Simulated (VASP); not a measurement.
**TiO$_{2}$ in VASP 6.6.1, single-point calculation**

INCAR

```
LREAL = .TRUE.
IBRION = -1
PREC = Accurate
LWAVE = .FALSE.
GGA = PE
NSW = 0
ENCUT = 520
NBANDS = 19
ISMEAR = -1
NELM = 120
LCHARG = .FALSE.
EDIFF = 1E-7
ISIF = 2
LASPH = .TRUE.
SIGMA = 0.05
```

KPOINTS

```
KPOINTS created by Atomic Simulation Environment
0
Gamma
10 10 10
0 0 0
```

POSCAR

```
Ti O
 1.0000000000000000
    -0.0159788484000000    2.3808484095000000    2.3808484095000000
     2.3808484095000000   -0.0159788484000000    2.3808484095000000
     2.3808484095000000    2.3808484095000000   -0.0159788484000000
 Ti  O
   1   2
Cartesian
 -0.0000000000000000 -0.0000000000000000 -0.0000000000000000
  1.1884001271130102  1.1884001271130102  1.1884001271130105
  3.5573178434869899  3.5573178434869899  3.5573178434869894
```

The recommended PBE PAW datasets give the neutral cell 24 valence electrons.

Command

```
mpirun -np 1 vasp_std
```

**Question.** How does this run end, and what does it give?

**Answer.** It converged. Results: gap between bands v and c on the k mesh 1.13 eV; least direct gap on the k mesh 1.86 eV; pressure 18.0 GPa; largest force 0.84 eV/Å. Band v is the last that the valence electrons fill when counted band by band, and c is the next.

OSZICAR

```
N       E                     dE             d eps       ncg     rms          rms(c)
DAV:   1     0.246145180187E+03    0.24615E+03   -0.12948E+04  4408   0.151E+03
DAV:   2    -0.146241642642E+02   -0.26077E+03   -0.24598E+03  4803   0.414E+02
DAV:   3    -0.349029088023E+02   -0.20279E+02   -0.20080E+02  5142   0.120E+02
DAV:   4    -0.355398534046E+02   -0.63694E+00   -0.63527E+00  6175   0.194E+01
DAV:   5    -0.355524031435E+02   -0.12550E-01   -0.12547E-01  5111   0.252E+00    0.212E+01
DAV:   6    -0.265243697422E+02    0.90280E+01   -0.42219E+01  5302   0.765E+01    0.923E+00
DAV:   7    -0.261706033166E+02    0.35377E+00   -0.99431E+00  5185   0.284E+01    0.602E+00
DAV:   8    -0.260106238461E+02    0.15998E+00   -0.36068E-01  5056   0.613E+00    0.394E+00
DAV:   9    -0.261195115652E+02   -0.10889E+00   -0.18841E+00  5338   0.126E+01    0.371E+00
DAV:  10    -0.259626406014E+02    0.15687E+00   -0.59777E-01  5474   0.689E+00    0.115E+00
DAV:  11    -0.259513559224E+02    0.11285E-01   -0.64450E-02  5348   0.247E+00    0.516E-01
DAV:  12    -0.259493366325E+02    0.20193E-02   -0.69501E-03  4951   0.723E-01    0.151E-01
DAV:  13    -0.259495381841E+02   -0.20155E-03   -0.20847E-04  5015   0.119E-01    0.173E-01
DAV:  14    -0.259491425338E+02    0.39565E-03   -0.20102E-03  5988   0.361E-01    0.216E-02
DAV:  15    -0.259491617332E+02   -0.19199E-04   -0.12945E-04  4873   0.122E-01    0.351E-02
DAV:  16    -0.259491495731E+02    0.12160E-04   -0.20149E-05  4969   0.495E-02    0.146E-02
DAV:  17    -0.259491468394E+02    0.27336E-05   -0.87361E-06  4941   0.312E-02    0.271E-03
DAV:  18    -0.259491468089E+02    0.30559E-07   -0.61649E-07  5081   0.644E-03
   1 F= -.25949147E+02 E0= -.25949147E+02  d E =-.156926E-06
```

These settings aren't sound, so the numbers aren't properties of the crystal.

On sound settings PBE gives a gap of 1.14 eV on its mesh and a pressure of 9.6 GPa for the intended cell.
